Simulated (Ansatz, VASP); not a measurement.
## Br in VASP and in Ansatz

Contents of INCAR:

```
PREC = Accurate ; ENCUT = 520
EDIFF = 1E-6 ; ISMEAR = -1
SIGMA = 0.1 ; LREAL = F
LASPH = T ; NELM = 100
ALGO = Normal ; ISIF = 2
LWAVE = F ; LCHARG = F
GGA = PS ; NBANDS = 14
```

The input KPOINTS:

```
Automatic mesh
0
Gamma
  11 11 11
```

POSCAR

```
Br
1.0
    0.0000000000      3.4264276417      3.4264276417
    3.4264276417      0.0000000000      3.4264276417
    3.4264276417      3.4264276417      0.0000000000
Br
2
Direct
   -0.1250000000     -0.1250000000     -0.1250000000
    0.1250000000      0.1250000000      0.1250000000
```

Input for Ansatz:

```yaml
crystal:
  lattice:
    - [0.0, 3.4264276417, 3.4264276417]
    - [3.4264276417, 0.0, 3.4264276417]
    - [3.4264276417, 3.4264276417, 0.0]
  atoms:
    - { symbol: Br, position: [-0.125, -0.125, -0.125] }
    - { symbol: Br, position: [0.125, 0.125, 0.125] }
kpoints:
  mp_grid: { grid: [11, 11, 11] }
  band_path:
    path:
      - [0.0, 0.0, 0.0]
      - [0.5, 0.0, 0.5]
      - [0.625, 0.25, 0.625]
      - [0.375, 0.375, 0.75]
      - [0.0, 0.0, 0.0]
      - [0.5, 0.5, 0.5]
      - [0.5, 0.25, 0.75]
      - [0.5, 0.0, 0.5]
    npoints: 14
scf:
  occupations: { method: fermi_dirac, width: 0.1 }
hamiltonian:
  xc: pbesol
  pseudopotentials: { kind: all_electron, lapw: { basis_error: 0.001 } }
output:
  forces: true
  stress: true
  eigenvalues: true
  populations: true
  dos: { projected: true, de: 0.2, e_range: [-14, 8] }
```

The real solid is made of molecules; this cell is a model form.

Alike in both runs: task single point; functional PBEsol; k mesh 11 × 11 × 11; occupations fermi-dirac, width 0.1 eV; no spin polarisation.

|  | VASP | Ansatz |
| --- | --- | --- |
| version | VASP 6.6.1 | Ansatz 0.2.0 |
| potentials or method | VASP PAW PBE potentials, release 64 (Br) | all-electron LAPW, scalar-relativistic |
| plane-wave cutoff (eV) | 520 | see its input |

|  | VASP | Ansatz | Ansatz less VASP |
| --- | --- | --- | --- |
| pressure (GPa) | 0.0 | 0.0 | 0.00 |

Ansatz ran all-electron here, so the differences hold the error of VASP's frozen core and of both bases.

Caveats: the PAW data sets were made with another functional, which shifts forces and pressure a little (VASP).
